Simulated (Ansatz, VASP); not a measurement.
# CuI (CuI (110), 8 units) in two plane-wave programs, part 2 of 2

One calculation is typed for both programs; each brings its own data sets. How far apart do they land? The structure shown is the start of the Ansatz relaxation below; VASP solves that cell, so the two are compared at the walk's first step.

VASP 6.6.1 and Ansatz 0.2.0.

So far: The structure; Ansatz: relaxation, PBE.

## (3) VASP: single point, PBE, start cell

Level of this step: PBE; plane waves and PAW (Cu, I) (VASP).

The same cell, functional, mesh and smearing now go to VASP, with its own data sets.

Lines of VASP's logs that name or quote its potential files are left out, and so is its time.

Contents of INCAR:

```
SYSTEM = CuI
PREC = Accurate
ENCUT = 520
EDIFF = 1E-06
NELM = 120
ISMEAR = -1
SIGMA = 0.05
LREAL = .FALSE.
ALGO = Normal
GGA = PE
NBANDS = 89
LASPH = .TRUE.
LORBIT = 11
LWAVE = .FALSE.
LCHARG = .FALSE.
ISIF = 2
LDIPOL = .TRUE.
IDIPOL = 3
DIPOL = 0.5 0.5 0.288
LVHAR = .TRUE.
GGA_COMPAT = .FALSE.
EFERMI = MIDGAP
NELMDL = -8
KPAR = 4
```

Contents of POSCAR:

```
CuI
1.0
    4.2779960000      0.0000000000      0.0000000000
    0.0000000000      6.0500000000      0.0000000000
    0.0000000000      0.0000000000     53.7459720000
Cu I
8 8
Direct
    0.5000000000      0.5000000000      0.1488483639
    0.0000000000      0.0000000000      0.1886466580
    0.5000000000      0.5000000000      0.2284449521
    0.0000000000      0.0000000000      0.2682432462
    0.5000000000      0.5000000000      0.3080415403
    0.0000000000      0.0000000000      0.3478398344
    0.5000000000      0.5000000000      0.3876381285
    0.0000000000      0.0000000000      0.4274364226
    0.0000000000      0.7500000000      0.1488483639
    0.5000000000      0.2500000000      0.1886466580
    0.0000000000      0.7500000000      0.2284449521
    0.5000000000      0.2500000000      0.2682432462
    0.0000000000      0.7500000000      0.3080415403
    0.5000000000      0.2500000000      0.3478398344
    0.0000000000      0.7500000000      0.3876381285
    0.5000000000      0.2500000000      0.4274364226
```

Contents of KPOINTS:

```
Automatic mesh
0
Gamma
7 5 1
0 0 0
```

The projector-augmented-wave data sets are Cu and I (PBE family, release 64).

Command:

```console
> mpirun -np 4 vasp_std
```

Numbers of over 12 decimals in the logs are rounded to 6 here.

Log:

```text
[banner, memory and clock lines left out]
running    4 mpi-ranks, on    1 nodes
 distrk:  each k-point on    1 cores,    4 groups
 distr:  one band on    1 cores,    1 groups

 POSCAR found type information on POSCAR CuI
 POSCAR found :  2 types and      16 ions
 LDA part: xc-table for (Slater+PW92), standard interpolation
|                                                                             |
|           W    W    AA    RRRRR   N    N  II  N    N   GGGG   !!!           |
|           W    W   A  A   R    R  NN   N  II  NN   N  G    G  !!!           |
|           W    W  A    A  R    R  N N  N  II  N N  N  G       !!!           |
|           W WW W  AAAAAA  RRRRR   N  N N  II  N  N N  G  GGG   !            |
|           WW  WW  A    A  R   R   N   NN  II  N   NN  G    G                |
|           W    W  A    A  R    R  N    N  II  N    N   GGGG   !!!           |
|                                                                             |
|     One of the lattice vectors is very long (>50 A), but AMIN is rather     |
|     large. This can spoil convergence since charge sloshing might occur     |
|     along the long lattice vector. If problems with convergence are         |
|     observed, try to decrease AMIN to a smaller value (e.g. 0.01).          |
|     Note: This warning only applies if the self-consistency cycle is        |
|     used.                                                                   |
|                                                                             |

 POSCAR, INCAR and KPOINTS ok, starting setup
 FFT: planning ... GRIDC
 FFT: planning ... GRID_SOFT
 FFT: planning ... GRID
 WAVECAR not read
 entering main loop
       N       E                     dE             d eps       ncg     rms          rms(c)
DAV:   1     0.121201255345E+04    0.12120E+04   -0.47764E+04  2136   0.129E+03
DAV:   2     0.141452244995E+03   -0.10706E+04   -0.99624E+03  2370   0.308E+02
DAV:   3    -0.318070393984E+02   -0.17326E+03   -0.16970E+03  3040   0.149E+02
DAV:   4    -0.450708826453E+02   -0.13264E+02   -0.13161E+02  3312   0.464E+01
DAV:   5    -0.453548571223E+02   -0.28397E+00   -0.28355E+00  3368   0.761E+00
DAV:   6    -0.453613537116E+02   -0.64966E-02   -0.64939E-02  3200   0.865E-01
DAV:   7    -0.453617007087E+02   -0.34700E-03   -0.34694E-03  2976   0.192E-01
DAV:   8    -0.453617145322E+02   -0.13823E-04   -0.13820E-04  3216   0.426E-02    0.144E+01
DAV:   9    -0.445391722660E+02    0.82254E+00   -0.30521E+01  2936   0.632E+01    0.898E+00
DAV:  10    -0.435652028227E+02    0.97397E+00   -0.85423E+00  2719   0.466E+01    0.497E+00
DAV:  11    -0.436898678233E+02   -0.12467E+00   -0.20804E+00  3032   0.270E+01    0.268E+00
DAV:  12    -0.435793689882E+02    0.11050E+00   -0.51575E-01  2896   0.153E+01    0.122E+00
DAV:  13    -0.435653454590E+02    0.14024E-01   -0.23032E-01  3128   0.511E+00    0.446E-01
DAV:  14    -0.435671653477E+02   -0.18199E-02   -0.18650E-02  3304   0.205E+00    0.272E-01
[...]
DAV:  18    -0.435677224983E+02   -0.57757E-04   -0.90518E-05  3320   0.309E-01    0.652E-02
DAV:  19    -0.435679639789E+02   -0.24148E-03   -0.51425E-04  3191   0.374E-01    0.706E-02
DAV:  20    -0.435679379536E+02    0.26025E-04   -0.10299E-04  3376   0.165E-01    0.568E-02
DAV:  21    -0.435679246203E+02    0.13333E-04   -0.81081E-05  3159   0.132E-01    0.340E-02
DAV:  22    -0.435679593522E+02   -0.34732E-04   -0.22888E-05  2951   0.489E-02    0.207E-02
DAV:  23    -0.435680277261E+02   -0.68374E-04   -0.41484E-05  3005   0.195E-01    0.103E-02
DAV:  24    -0.435680656562E+02   -0.37930E-04   -0.31290E-05  2855   0.632E-02    0.146E-02
DAV:  25    -0.435680654168E+02    0.23940E-06   -0.81398E-06  2247   0.625E-02
   1 F= -.43568065E+02 E0= -.43568065E+02  d E =-.130564E-05
```

From OUTCAR (step 3):

```text
ion  position               nearest neighbor table
   1  0.500  0.500  0.149-   9 2.62   9 2.62  10 2.62
   2  0.000  0.000  0.189-  10 2.62  10 2.62  11 2.62   9 2.62
   3  0.500  0.500  0.228-  11 2.62  11 2.62  10 2.62  12 2.62
   4  0.000  0.000  0.268-  12 2.62  12 2.62  13 2.62  11 2.62
   5  0.500  0.500  0.308-  13 2.62  13 2.62  14 2.62  12 2.62
   6  0.000  0.000  0.348-  14 2.62  14 2.62  13 2.62  15 2.62
   7  0.500  0.500  0.388-  15 2.62  15 2.62  16 2.62  14 2.62
   8  0.000  0.000  0.427-  16 2.62  16 2.62  15 2.62
   9  0.000  0.750  0.149-   1 2.62   1 2.62   2 2.62
  10  0.500  0.250  0.189-   2 2.62   2 2.62   3 2.62   1 2.62
  11  0.000  0.750  0.228-   3 2.62   3 2.62   2 2.62   4 2.62
  12  0.500  0.250  0.268-   4 2.62   4 2.62   5 2.62   3 2.62
  13  0.000  0.750  0.308-   5 2.62   5 2.62   6 2.62   4 2.62
  14  0.500  0.250  0.348-   6 2.62   6 2.62   5 2.62   7 2.62
  15  0.000  0.750  0.388-   7 2.62   7 2.62   8 2.62   6 2.62
  16  0.500  0.250  0.427-   8 2.62   8 2.62   7 2.62

  LATTYP: Found a simple orthorhombic cell.
 ALAT       =     4.2779960000
 B/A-ratio  =     1.4142135710
 C/A-ratio  =    12.5633525604

 Subroutine GETGRP returns: Found  4 space group operations
 (whereof  2 operations were pure point group operations)

The static configuration has the point symmetry C_1h.
 The point group associated with its full space group is C_2v.

 Found     12 irreducible k-points:

   k-points           NKPTS =     12   k-points in BZ     NKDIM =     12   number of bands    NBANDS=     89

   dimension x,y,z NGX =    32 NGY =   48 NGZ =  400
   dimension x,y,z NGXF=    64 NGYF=   96 NGZF=  800

   ENCUT  =  520.0 eV  38.22 Ry    6.18 a.u.   7.95 11.25 99.93*2*pi/ulx,y,z

   NELECT =     144.0000    total number of electrons

 k-points in reciprocal lattice and weights: Automatic mesh
   0.00000000  0.00000000  0.00000000       0.029
   0.14285714  0.00000000  0.00000000       0.057
   0.28571429  0.00000000  0.00000000       0.057
   0.42857143  0.00000000  0.00000000       0.057
   0.00000000  0.20000000  0.00000000       0.057
   0.14285714  0.20000000  0.00000000       0.114
   0.28571429  0.20000000  0.00000000       0.114
   0.42857143  0.20000000  0.00000000       0.114
   0.00000000  0.40000000  0.00000000       0.057
   0.14285714  0.40000000  0.00000000       0.114
   0.28571429  0.40000000  0.00000000       0.114
   0.42857143  0.40000000  0.00000000       0.114

 dipolmoment           0.000000      0.000000      0.000082 electrons x Angstroem

 average (electrostatic) potential at core
       1 -71.7589       2 -71.9548       3 -72.0235       4 -72.0040       5 -72.0040
       6 -72.0234       7 -71.9546       8 -71.7587       9 -97.9656      10 -98.4567
      11 -98.4060      12 -98.4441      13 -98.4440      14 -98.4060      15 -98.4566
      16 -97.9654

 E-fermi :  -1.0971

 k-point     1 :       0.0000    0.0000    0.0000
  band No.  band energies     occupation
    ...
     68      -1.8964      2.00000
     69      -1.8874      2.00000
     70      -1.7705      2.00000
     71      -1.7252      1.99999
     72      -1.6725      1.99998
     73      -0.5506      0.00004
     74      -0.1634      0.00000
     75       0.5786      0.00000
     76       1.1732      0.00000
     77       1.2273      0.00000
    ...

 k-point     2 :       0.1429    0.0000    0.0000
  band No.  band energies     occupation
    ...
     68      -2.2093      2.00000
     69      -2.1639      2.00000
     70      -2.1101      2.00000
     71      -1.9468      2.00000
     72      -1.9182      2.00000
     73      -0.0487      0.00000
     74       0.1583      0.00000
     75       0.9322      0.00000
     76       1.4785      0.00000
     77       1.6951      0.00000
    ...

 k-point     3 :       0.2857    0.0000    0.0000
  band No.  band energies     occupation
    ...
     68      -2.6420      2.00000
     69      -2.4895      2.00000
     70      -2.4855      2.00000
     71      -2.3381      2.00000
     72      -2.0634      2.00000
     73       0.4625      0.00000
     74       0.5212      0.00000
     75       1.4156      0.00000
     76       1.5506      0.00000
     77       1.6077      0.00000
    ...

  Total       -0.1234199     -0.2438894      0.2555443      0.0000000      0.0000000      0.0000000
  in kB       -0.1421523     -0.2809066      0.2943304      0.0000000      0.0000000      0.0000000
  external PRESSURE =      -0.0429095 kB  Pullay stress =       0.0000000 kB

  energy-cutoff  :      520.00
  volume of cell :     1391.05
      direct lattice vectors                 reciprocal lattice vectors
     4.277996000  0.000000000  0.000000000     0.233754309  0.000000000  0.000000000
     0.000000000  6.050000000  0.000000000     0.000000000  0.165289256  0.000000000
     0.000000000  0.000000000 53.745972000     0.000000000  0.000000000  0.018606045

 POSITION                                       TOTAL-FORCE (eV/Angst)
 -----------------------------------------------------------------------------------
      2.13900      3.02500      8.00000         0.000000      0.579837      0.634512
      0.00000      0.00000     10.13900         0.000000     -0.046323     -0.014316
      2.13900      3.02500     12.27800         0.000000      0.031322      0.011900
      0.00000      0.00000     14.41699         0.000000     -0.006661     -0.008430
      2.13900      3.02500     16.55599         0.000000     -0.006661      0.008430
      0.00000      0.00000     18.69499         0.000000      0.031322     -0.011900
      2.13900      3.02500     20.83399         0.000000     -0.046323      0.014316
      0.00000      0.00000     22.97299         0.000000      0.579837     -0.634512
      0.00000      4.53750      8.00000         0.000000     -0.392462     -0.490202
      2.13900      1.51250     10.13900         0.000000     -0.149321     -0.265091
      0.00000      4.53750     12.27800         0.000000     -0.014831      0.046578
      2.13900      1.51250     14.41699         0.000000     -0.001560     -0.026293
      0.00000      4.53750     16.55599         0.000000     -0.001560      0.026293
      2.13900      1.51250     18.69499         0.000000     -0.014831     -0.046578
      0.00000      4.53750     20.83399         0.000000     -0.149321      0.265091
      2.13900      1.51250     22.97299         0.000000     -0.392462      0.490202
 -----------------------------------------------------------------------------------
    total drift:                                0.000000     -0.001331      0.001584

  FREE ENERGIE OF THE ION-ELECTRON SYSTEM (eV)
  ---------------------------------------------------
  free  energy   TOTEN  =       -43.5680654168 eV

  energy  without entropy=      -43.5680641112  energy(sigma->0) =      -43.56806476

 vacuum level on the upper side and lower side of the slab         2.866         2.866

 total charge
# of ion       s       p       d       tot
------------------------------------------
    1        0.314   0.196   9.361   9.871
    2        0.328   0.264   9.331   9.922
    3        0.329   0.264   9.331   9.924
    4        0.329   0.265   9.332   9.926
    5        0.329   0.265   9.332   9.926
    6        0.329   0.264   9.331   9.924
    7        0.328   0.264   9.331   9.922
    8        0.314   0.196   9.361   9.871
    9        1.496   2.764   0.037   4.297
   10        1.493   2.756   0.055   4.304
   11        1.493   2.763   0.054   4.310
   12        1.493   2.762   0.054   4.309
   13        1.493   2.762   0.054   4.309
   14        1.493   2.763   0.054   4.310
   15        1.493   2.756   0.055   4.304
   16        1.496   2.764   0.037   4.297
--------------------------------------------------
tot         14.550  24.067  75.111 113.728

[... 3 further parts left out ...]
```

## (4) Side by side

Known differences besides the potentials themselves: Ansatz cuts the interaction across the vacuum, VASP repeats the sheet with a dipole correction; the data sets hold 288 valence electrons in Ansatz (on its PAW soft_1 files) and 144 in VASP; the cutoff is 420 eV in Ansatz and 520 eV in VASP. Total energies have different zeros and are not compared.

Forces on 7 of the 16 atoms, those with the largest forces and the largest differences (eV/Å; atoms numbered as in POSCAR):

| atom | Ansatz x, y, z | VASP x, y, z |
| --- | --- | --- |
| Cu1 | 0.000, 0.584, 0.642 | 0.000, 0.580, 0.635 |
| Cu8 | 0.000, 0.584, -0.642 | 0.000, 0.580, -0.635 |
| I9 | 0.000, -0.394, -0.487 | 0.000, -0.392, -0.490 |
| I10 | 0.000, -0.152, -0.264 | 0.000, -0.149, -0.265 |
| I11 | 0.000, -0.015, 0.047 | 0.000, -0.015, 0.047 |
| I15 | 0.000, -0.152, 0.264 | 0.000, -0.149, 0.265 |
| I16 | 0.000, -0.394, 0.487 | 0.000, -0.392, 0.490 |

The forces differ by 2.1 meV/Å r.m.s., which is 0.9 % of the r.m.s. force of 0.227 eV/Å (both taken over all components). With vacuum in the cell, a pressure given here is an average over mostly empty space and none of the material.

## (5) Summary of results

```yaml
r_m_s_force_difference_single_point_pbe_start_cell: 0.90 % of the r.m.s. force
```

In words: The r.m.s. force difference is 0.90 % of the r.m.s. force (single point, PBE, start cell), within the 3 % picked in this series as the mark of a large difference. The data sets hold unlike numbers of valence electrons (288 in Ansatz and 144 in VASP), so part of the differences comes from the potentials. 1 further run of this series is not shown here. Such differences can come from data sets, numerical settings and the points named under the comparisons, not from the functional's error against experiment.

[Lines on the potential files, build, host, timing and source positions are cut from VASP's logs without a mark.]

[Logs are printed without paths, hosts, clocks, repeated set-up lines and the standing remarks that a program may print on its own settings, such as how far it seeks lower states.]

[Hosts, paths, dates, database ids (printed as entryN), source tags and the programs' standing remarks are cut or masked in the printed files.]
